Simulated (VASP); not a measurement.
A run of VASP 6.6.1 is set up as follows.

Contents of POSCAR:

```
AlN
1.0
    0.0000000000      1.9670609010      1.9670609010
    1.9670609010      0.0000000000      1.9670609010
    1.9670609010      1.9670609010      0.0000000000
Al N
1 1
Direct
    0.0000000000      0.0000000000      0.0000000000
    0.5000000000      0.5000000000      0.5000000000
```

Contents of INCAR.step1:

```
PREC = Accurate ; ENCUT = 520
EDIFF = 1E-5 ; ISMEAR = 0
SIGMA = 0.01 ; LREAL = False
LASPH = True ; NELM = 100
ALGO = Normal ; ISIF = 2
LWAVE = True ; NBANDS = 11
GGA = PE
```

File INCAR.step2:

```
PREC = Accurate ; ENCUT = 520
EDIFF = 1E-6 ; ISMEAR = 0
SIGMA = 0.01 ; LREAL = False
LASPH = True ; NELM = 100
ALGO = Normal ; ISIF = 2
LWAVE = False ; LCHARG = True
GGA = PE ; LHFCALC = True
AEXX = 0.25 ; PRECFOCK = Normal
HFRCUT = -1 ; LELF = True
LVHAR = True ; NBANDS = 11
ISTART = 1
```

The input KPOINTS:

```
regular mesh
0
Gamma
  6 6 6
```

Potentials or basis: VASP PAW PBE potentials, release 64 (Al, N).

Run with:

```sh
$ cat potpaw_PBE.64/Al/POTCAR potpaw_PBE.64/N/POTCAR > POTCAR
$ cp INCAR.step1 INCAR
$ mpirun -np 1 vasp_std > vasp.out
$ cp INCAR.step2 INCAR
$ mpirun -np 1 vasp_std > vasp.out
```

(1) Predict the band gap on the k mesh.

(2) Estimate the pressure.

## Answers

(1) 7.25 eV, indirect (least direct gap 9.31 eV).

(2) 23.6 GPa.

Caveat: the k mesh is coarse (spacing up to 0.46 Å⁻¹), so the values aren't converged, least of all with exact exchange; so large a pressure means that the cell lies far from this level's equilibrium, or that cutoff or potentials fall short; the potentials were made for another functional, which shifts forces and pressure.
